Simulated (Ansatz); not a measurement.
Wanted: the native input for an Ansatz 0.2.0 run.

```
Task                : relaxation of cell and atoms
Functional          : PBE
Dispersion          : D4
Potentials or basis : Ansatz PAW
Cutoff              : 420 eV (not typed: the program's choice for these potentials)
k mesh              : 8 × 8 × 7
Occupations         : fermi-dirac, width 0.05 eV
Spin                : collinear spin, ferromagnetic start
Starting moments    : [2.0, 0.0] μB
```

The system is CoO.

```
Co O
1.0
     2.82845    0.00000    0.00000
    -1.41423    2.44951    0.00000
     0.00000    0.00000    2.72172
Co O
1 1
Direct
  0.00000 0.00000 0.50000
  0.66667 0.33333 0.00000
```

The cell was built by a generator and needn't be a form met in nature.

These files were run (other wordings do the same):

input.yaml

```yaml
crystal:
  lattice:
    - [2.82845, 0.0, 0.0]
    - [-1.41423, 2.44951, 0.0]
    - [0.0, 0.0, 2.72172]
  atoms:
    - { symbol: Co, position: [0.0, 0.0, 0.5], spin: 2.0 }
    - { symbol: O, position: [0.66667, 0.33333, 0.0] }
hamiltonian:
  xc: pbe
  pseudopotentials: { kind: paw }
  dispersion: d4
magnetization:
  spin_polarized: true
kpoints:
  mp_grid: { grid: [8, 8, 7] }
scf:
  occupations: { method: fermi_dirac, width: 0.05 }
output:
  forces: true
  stress: true
  eigenvalues: true
  write_density: true
  write_potential: true
  elf: true
  volumetric_format: npy
relax:
  f_tol: 0.01
  max_steps: 40
  cell: { stress_tol: 0.05 }
```

Potentials or basis: Ansatz PAW.

The run is started by

```console
$ ansatz run input.yaml --threads 2 --pin off --max-ram 5632MiB --backend cpu --events-out ev --progress --plain --runs-dir out
```

It gave:

The relaxed volume is 9.26 Å³/atom and the relaxed cell is a = 2.807 Å, b = 2.807 Å, c = 2.713 Å, α = 90.00°, β = 90.00°, γ = 120.00°. The space group after relaxing (to 0.05 Å) is P-6m2 (No. 187). The energy gained by relaxing is 1.7 meV/atom and the ionic steps are 8. The pressure after relaxing is 0.0 GPa. The band gap on the k mesh is none (metal or under the smearing width) and the net moment is 3.00 μB per cell. The absolute moment is 3.05 μB per cell. The site moments are Co +2.50; O +0.43 μB.

Caveat: the plane-wave basis is chosen anew once the cell has moved, so the energies of steps on either side of that aren't comparable; the pressure holds a Pulay correction of +0.8 GPa for the finite cutoff; a cell with one magnetic atom can't hold antiferromagnetic order, which such compounds often take; semilocal functionals often make such compounds metallic where correlation or magnetic order opens a gap, which also shifts bond lengths; pairwise dispersion overbinds metals, which lowers pressure and volume.

Wall time 19 s on 2 threads of Arm Neoverse V2, with other jobs on the host, peak memory 0.3 GiB.
